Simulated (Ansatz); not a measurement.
Si:

```
Si
1.0
     0.00000    2.72185    2.72185
     2.72185    0.00000    2.72185
     2.72185    2.72185    0.00000
Si
2
Direct
  0.50000 0.50000 0.50000
  0.75000 0.75000 0.75000
```

| Item | Value |
| --- | --- |
| Program | Ansatz 0.2.0 |
| Task | single point |
| Functional | PBE |
| Potentials or basis | Ansatz PAW |
| Cutoff | 420 eV (not typed: the program's choice for these potentials) |
| k mesh | 8 × 8 × 8 |
| Occupations | fermi-dirac, width 0.05 eV |
| Spin | no spin polarisation |

On this cell: pressure 1.3 GPa; largest force zero by symmetry; band gap on the k mesh 0.63 eV, indirect (least direct gap 2.56 eV).

The same run follows on a disturbed copy (atoms moved at random, drawn with an rms of 0.05 Å):

```
Si
1.0
     0.00000    2.72185    2.72185
     2.72185    0.00000    2.72185
     2.72185    2.72185    0.00000
Si
2
Direct
  0.50931 0.48936 0.50317
  0.74387 0.75191 0.74386
```

Problem. What changes?

Solution. The energy moves by +15.6 meV/atom; pressure 1.5 GPa; largest force 0.905 eV/Å; band gap on the k mesh 0.22 eV, indirect (least direct gap 2.02 eV).

Forces in eV/Å, atoms in the order of the input:
```
Si   0.100 -0.895 -0.084
Si  -0.100  0.895  0.084
```

Stress tensor (GPa, compression positive):
```
 1.59  0.25  2.59
 0.25  1.31 -0.30
 2.59 -0.30  1.59
```

A k mesh can miss the band edges.
